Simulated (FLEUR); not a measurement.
Runs of FLEUR MaX-R8.1 (patched build s14) on As. The structure is trigonal, space group R-3m (No. 166). The conventional cell has a = 3.762 Å, b = 3.762 Å, c = 10.542 Å, α = 90.00°, β = 90.00°, γ = 120.00°. As (site symmetry 3m) has 3 As at 2.51 Å as nearest neighbours. 

| task | level | spin | cell | k mesh | smearing | gmax | muffin-tin radii | lmax | inpgen profile | max iterations | kmax | other keys | mesh quality | gap on the mesh (eV) | largest force (eV/Å) |
| --- | --- | --- | --- | --- | --- | --- | --- | --- | --- | --- | --- | --- | --- | --- | --- |
| single point | LDA (Wigner correlation) | non-collinear, typed start | as given | 4 × 4 × 4 | gaussian 0.1 eV | 11.8 1/bohr | As 2.19 bohr | As 9 | fastHighL | 80 | 3.8 1/bohr | alpha = 0.3 | coarse | (a) | - |
| relaxation of the atoms | PBE | off | atoms relaxed from: cell strained at random at fixed volume | 5 × 5 × 5 | fermi-dirac 0.05 eV | 20 1/bohr | As 2.19 bohr | As 6 | fast | 60 | 4 1/bohr | - | coarse | none | - |
| single point | PBE | off | atoms moved at random, drawn with an rms of 0.05 Å | 9 × 9 × 9 | fermi-dirac 0.05 eV | 14.3 1/bohr | As 2.13 bohr | As 9 | - | 60 | 4.6 1/bohr | - | not flagged | none | 0.72 |
| single point | PBE | off | as given | 9 × 9 × 9 | fermi-dirac 0.05 eV | 14.3 1/bohr | As 2.13 bohr | As 9 | - | 60 | 4.6 1/bohr | - | not flagged | none | 0.43 |

Alike in all rows: potentials or basis all-electron, FLAPW.

**Question.** Fill in the values left out.

**Answer.** (a) 0.04.

Caveats: some runs use coarse meshes; the directions of the moments are held as typed and only their lengths relax (some runs).

A k mesh can miss the band edges, and the runs leave out spin-orbit coupling on As.

A gap of «none» marks a metal or a gap under the smearing width.

The runs were made with more than one version of the program.
